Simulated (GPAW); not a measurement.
The system is AlN.

```xyz
2
Lattice="0.0000 2.1840 2.1840 2.1840 0.0000 2.1840 2.1840 2.1840 0.0000" Properties=species:S:1:pos:R:3 pbc="T T T"
Al    0.0000    0.0000    0.0000
N     1.0920    1.0920    1.0920
```

Measurements of this composition are mostly on another form, of space group No. 186.

Base run:

```yaml
Program: GPAW 26.7.0
Functional: LDA
Potentials_or_basis: the program's PAW data sets (release 1.2.1) made for this functional
Cutoff: 550 eV
Basis: pw
k_mesh: 8 × 8 × 8
Occupations: fermi-dirac, width 0.001 eV
Spin: no spin polarisation
```

Its results: band gap on the k mesh 3.22 eV, indirect (least direct gap 4.21 eV); electronic dielectric tensor (diagonal) 4.42.

Question: The run is repeated on the same cell with these changes: functional from LDA to RPBE. What comes out?

Answer: Band gap on the k mesh 3.32 eV, indirect (least direct gap 4.16 eV); electronic dielectric tensor (diagonal) 4.33.

Caveats: the long-wavelength limit can be off by a per cent or two.

A k mesh can miss the band edges.
